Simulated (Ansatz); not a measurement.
ScAl4: competing structures

These are results of DFT PBE, scalar-relativistic, plane waves, PAW in Ansatz, not measurements. All cells share a 420 eV cutoff and Γ-centred k meshes spaced at most about 0.3 Å⁻¹ (about 0.25 or finer for metals, 2π included). No spin polarisation.

Formation energies are uncorrected and refer to the elements' standard structures at the same level.

These are static total energies at zero pressure. Larger cells and other orderings weren't all tried, so the list isn't exhaustive.

Invented guesses were relaxed alike, and ends that match in structure were merged. ΔE counts from the first row. Coordination counts all near atoms (those within 1.25 times the shortest distance at each site; a plus sign parts nearer from farther groups; a slash parts the counts of unlike sites). The ends were matched against large subsets of the Crystallography Open Database and the Materials Project, so a missing match doesn't prove that a structure is unreported.

| # | reached from | type and space group | atoms | Å³/atom | coordination | ΔE (meV/atom) | gap on mesh (eV) | in databases |
| --- | --- | --- | --- | --- | --- | --- | --- | --- |
| 1 | Sc and Al ordered on fcc sites | I4/m (No. 87) | 5 | 17.7 | Sc 12, Al 12 | 0 | 0.00 | no match |
| 2 | Sc and Al ordered on bcc sites, changed on relaxing | I4/mmm (No. 139) | 5 | 17.7 | Sc 12, Al 12 | 74 | 0.00 | no match |
| 3 | Sc and Al ordered on hcp sites | P6_3/mmc (No. 194) | 10 | 18.2 | Sc 12, Al 12 | 153 | 0.00 | no match |
| 4 | random cell | Pm-3m (No. 221) | 5 | 29.5 | Sc 6, Al 2/12+8 | 1257 | 0.00 | no match |

The lowest: Space group I4/m (No. 87), tetragonal, a = 6.639 Å, c = 4.017 Å. Sc has 12 Al at 2.91–2.99 Å; around Al lie 9 Al at 2.87–2.99 Å and 3 Sc at 2.91–2.99 Å. Its energy over the elements is −0.21 eV/atom. It lies below the elements, which doesn't yet make it stable against other compounds or structures. An observed structure of this formula, if there is one, may be missing.

Space group I4/m (No. 87). a = 6.639 Å, b = 6.639 Å, c = 4.017 Å, α = 90.00°, β = 90.00°, γ = 90.00°
```
atom  site  symmetry       x       y       z
  Sc    2b     4/m..  0.0000  0.0000  0.5000
  Al    8h       m..  0.9046  0.3036  0.0000
```

The second: Space group I4/mmm (No. 139), tetragonal, a = 2.927 Å, c = 20.649 Å. Sc is surrounded by 4 Sc at 2.93 Å and 8 Al at 3.00 Å; around Al on its first site lie 8 Al at 2.87–2.93 Å and 4 Sc at 3.00 Å; Al on its second site has 12 Al at 2.87–2.93 Å. Counting all near atoms, the first and the second both have Sc 12, Al 12. Cells relaxed within their symmetry can be saddle points. Some structure types and database cells were kept out of the candidates from the start, so a known form may be missing.
